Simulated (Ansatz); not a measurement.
AlN under changes of volume

One of the cells (10.451 Å³/atom); the others are scaled copies at fixed shape and fractional positions:

```
Al N
1.0
     3.11300    0.00000    0.00000
    -1.55650    2.69594    0.00000
     0.00000    0.00000    4.98100
Al N
2 2
Direct
  0.66667 0.33333 0.50000
  0.33333 0.66667 0.00000
  0.66667 0.33333 0.88000
  0.33333 0.66667 0.38000
```

- Program: Ansatz 0.2.0
- Functional: PBE
- Dispersion: D4
- Potentials or basis: Ansatz PAW
- Cutoff: 420 eV (not typed: the program's choice for these potentials)
- k mesh: 10 × 10 × 6
- Occupations: fermi-dirac, width 0.05 eV
- Spin: no spin polarisation

| volume (Å³/atom) | energy over the lowest point (meV/atom) | pressure (GPa) | gap on the mesh (eV) | largest force (eV/Å) |
| --- | --- | --- | --- | --- |
| 9.824 | ? | ? | ? | ? |
| 10.033 | 8.56 | 7.8 | 4.58 | 0.161 |
| 10.242 | 1.42 | 3.2 | 4.39 | 0.144 |
| 10.451 | 0.00 | -1.0 | 4.21 | 0.128 |
| 10.660 | 3.74 | -4.7 | 4.04 | 0.113 |
| 10.869 | 12.20 | -8.2 | 3.87 | 0.099 |
| 11.078 | 24.90 | -11.3 | 3.71 | 0.087 |

What does the run at 9.824 Å³/atom give?

Energy over the lowest point 22.00 meV/atom; pressure 12.9 GPa; gap on the mesh 4.76 eV; largest force 0.178 eV/Å.

Worked out: A Birch-Murnaghan fit of order 3 (a polynomial in V^(-2/3)) to the other rows has its minimum at 10.40 Å³/atom with B0 = V·E''(V) = 202 GPa and B' = 3.9 at fixed shape and positions, which overstates the stiffness. It gives 22.00 meV/atom at 9.824 Å³/atom, against the run's 22.00, and -dE/dV = 12.9 GPa, against 12.9. A straight line through the other rows of the gap, of slope -8.77 eV per unit of ln V (its deformation potential), extrapolates to 4.76 eV, against the run's 4.76.

Energies are extrapolated to zero smearing.

A mesh can miss the band edges.
